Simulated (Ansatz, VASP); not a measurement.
# SrCl7: VASP beside Ansatz

The input INCAR:

```
PREC     = Accurate       # precision mode
ENCUT    = 600            # plane-wave cutoff, eV
EDIFF    = 1E-6           # SCF threshold, eV
ISMEAR   = 0              # smearing method
SIGMA    = 0.1            # smearing width, eV
LREAL    = False          # projectors in reciprocal space
LASPH    = True           # aspherical terms in the spheres
NELM     = 100            # most SCF steps
ALGO     = Normal         # electronic algorithm
ISIF     = 3              # what is computed and relaxed
LWAVE    = False          # write WAVECAR
LCHARG   = False          # write CHGCAR
GGA      = PE             # functional
IBRION   = 2              # ionic algorithm
NSW      = 100            # ionic steps
EDIFFG   = -0.01          # ionic threshold
```

Contents of KPOINTS:

```
Automatic mesh
0
Gamma
  8 8 8
```

Contents of POSCAR:

```
SrCl7
1.0
    0.0000000000      4.5247807188      4.5247807188
    4.5247807188      0.0000000000      4.5247807188
    4.5247807188      4.5247807188      0.0000000000
Sr Cl
1 7
Direct
    0.0000000000      0.0000000000      0.0000000000
    0.5000000000      0.0000000000      0.0000000000
    0.0000000000      0.5000000000      0.5000000000
    0.0000000000      0.5000000000      0.0000000000
    0.5000000000      0.0000000000      0.5000000000
    0.0000000000      0.0000000000      0.5000000000
    0.5000000000      0.5000000000      0.0000000000
    0.5000000000      0.5000000000      0.5000000000
```

Input for Ansatz:

```yaml
crystal:
  lattice:
    - [0.0, 4.5247807188, 4.5247807188]
    - [4.5247807188, 0.0, 4.5247807188]
    - [4.5247807188, 4.5247807188, 0.0]
  atoms:
    - { symbol: Sr, position: [0.0, 0.0, 0.0] }
    - { symbol: Cl, position: [0.5, 0.0, 0.0] }
    - { symbol: Cl, position: [0.0, 0.5, 0.5] }
    - { symbol: Cl, position: [0.0, 0.5, 0.0] }
    - { symbol: Cl, position: [0.5, 0.0, 0.5] }
    - { symbol: Cl, position: [0.0, 0.0, 0.5] }
    - { symbol: Cl, position: [0.5, 0.5, 0.0] }
    - { symbol: Cl, position: [0.5, 0.5, 0.5] }
basis:
  ecutwfc: 420
kpoints:
  mp_grid: { grid: [8, 8, 8] }
hamiltonian:
  xc: pbe
scf:
  occupations: { method: gaussian, width: 0.1 }
output:
  forces: true
  stress: true
  eigenvalues: true
  write_density: true
  write_potential: true
  elf: true
  volumetric_format: npy
relax:
  adjacent_minimum: "off"
  f_tol: 0.01
  max_steps: 80
  cell: { stress_tol: 0.05 }
```

Change from the starting cell: species swapped into the CePd7 type (Fm-3m, No. 225).

Alike in both runs: task relaxation of cell and atoms; functional PBE; k mesh 8 × 8 × 8; occupations gaussian, width 0.1 eV; no spin polarisation.

|  | VASP | Ansatz |
| --- | --- | --- |
| version | VASP 6.6.1 | Ansatz 0.2.0 |
| potentials or method | VASP PAW PBE potentials, release 64 (Sr_sv, Cl) | scalar-relativistic, plane waves, PAW |
| plane-wave cutoff (eV) | 600 | 420 |
| valence electrons in the cell | 59 | 59 |

|  | VASP | Ansatz | Ansatz less VASP |
| --- | --- | --- | --- |
| gap on the k mesh at the Fermi level, each at its own relaxed structure (eV) | none | none | - |
| relaxed volume (Å³/atom) | 23.16 | 23.16 | 0.000 |
| relaxed cell length with the largest relative difference (Å) | 6.399 | 6.399 | 0.0000 |

A gap of «none» marks a metal or a gap that the smearing closes.

Caveats: the relaxation stopped at its first step, so nothing moved; an odd number of electrons without spin polarisation forces a metal; a magnetic or distorted state may lie lower.
